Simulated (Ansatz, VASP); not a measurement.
# Two plane-wave programs on CuI

```
CELL_PARAMETERS angstrom
4.00670 0.00000 0.00000
0.00000 4.00670 0.00000
0.00000 0.00000 6.41772
ATOMIC_POSITIONS crystal
I 0.00000 0.50000 0.74303
I 0.50000 0.00000 0.25697
Cu 0.00000 0.00000 0.00000
Cu 0.50000 0.50000 0.00000
```

Change from the starting cell: volume scaled by 0.94.

Alike in both runs: task single point; functional PBEsol; k mesh 7 × 7 × 4; occupations fermi-dirac, width 0.05 eV; no spin polarisation.

|  | VASP | Ansatz |
| --- | --- | --- |
| version | VASP 6.6.1 | Ansatz 0.2.0 |
| potentials or method | VASP PAW PBE potentials, release 64 (I, Cu) | Ansatz PAW |
| plane-wave cutoff (eV) | 520 | 420 |
| valence electrons in the cell | 36 | 72 |

|  | VASP | Ansatz | Ansatz less VASP |
| --- | --- | --- | --- |
| gap on the k mesh at the Fermi level (eV) | 1.61 | 1.60 | -0.012 |
| least direct gap on the mesh (eV) | 1.61 | 1.60 | -0.012 |
| pressure (GPa) | 1.5 | 1.3 | -0.15 |
| largest component of the traceless stress (GPa) | 0.40 | 0.41 | +0.016 |
| rms of the force components (eV/Å) | 0.153 | 0.143 | -0.0101 |

Atom by atom the forces differ by 0.010 eV/Å (rms over components). The functional is the same, so the differences come from potentials, cutoffs and numerics. The two sets of potentials don't hold the same shells in valence.

Caveats: spin-orbit coupling is left out, which moves the levels of the heavy elements; this functional lacks dispersion, which binds the layers, so the pressure and a relaxed spacing across them are unreliable; the PAW data sets were made with another functional, which shifts forces and pressure a little (VASP); odd divisions of the mesh miss points on the zone boundary, where band edges often lie, so the gap on the mesh can be too wide (Ansatz); the PAW data sets come from PBE, with cores solved anew for the run's functional, which leaves a small shift of forces and pressure (Ansatz).
